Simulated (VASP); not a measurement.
Crystal: V.

```
V
1.0
     2.93794    0.00000    0.00000
    -1.46897    2.54433    0.00000
     0.00000    0.00000    8.00170
V
4
Direct
  0.00000 0.00000 0.25000
  0.00000 0.00000 0.75000
  0.33333 0.66667 0.75000
  0.66667 0.33333 0.25000
```

The cell was built by a generator and needn't be a form met in nature.

* Program: VASP 6.6.1
* Task: relaxation of cell and atoms
* Functional: PBE
* Potentials or basis: VASP PAW PBE potentials, release 64 (V_sv)
* Cutoff: 600 eV
* k mesh: 6 × 6 × 2
* Occupations: gaussian, width 0.1 eV
* Spin: no spin polarisation

At the start: pressure 129.7 GPa; volume 14.95 Å³/atom.

**Question.** How do energy, volume and symmetry change on relaxing?

**Answer.** Over 23 steps the energy falls by 5003.8 meV/atom and the volume is 15.65 Å³/atom (+4.6 %); space group P6_3/mmc (No. 194, to 0.05 Å).

The path:
```tsv
step	energy change (eV)	largest force (eV/Å)	pressure (GPa)	volume (Å³)
1	0.0000	0.0000	129.74	59.81
2	8.6576	0.0000	-64.40	203.36
3	-12.5460	0.0000	-13.10	124.13
4	-13.0585	0.0000	-11.26	116.30
5	-13.5196	0.0000	-5.38	100.56
6	-13.5214	0.0000	-5.87	101.47
7	-14.8391	0.0000	-8.06	91.28
8	-17.9944	0.0000	-8.98	74.49
9	-2.1341	0.0000	237.42	39.90
10	-18.5983	0.0000	-7.65	71.26
11	-19.5949	0.0000	18.01	55.72
12	-19.7841	0.0000	6.63	60.16
13	-19.9761	0.0000	-3.16	64.47
14	-19.9776	0.0000	-1.97	63.92
15	-20.0062	0.0000	0.42	62.41
16	-20.0021	0.0000	3.01	61.26
17	-20.0096	0.0000	1.16	62.03
18	-20.0099	0.0000	1.62	61.85
19	-20.0099	0.0000	1.46	61.92
20	-19.9957	0.0000	1.48	62.09
21	-20.0127	0.0000	1.33	61.97
22	-20.0136	0.0000	-1.01	63.08
23	-20.0152	0.0000	0.00	62.59
```

Final structure:
```
CELL_PARAMETERS angstrom
4.19663 0.00000 0.00000
-2.09832 3.63439 0.00000
0.00000 0.00000 4.10350
ATOMIC_POSITIONS crystal
V 0.00000 0.00000 0.25000
V 0.00000 0.00000 0.75000
V 0.33333 0.66667 0.75000
V 0.66667 0.33333 0.25000
```

Caveat: the k mesh is coarse (spacing up to 0.41 Å⁻¹), so the values aren't converged.
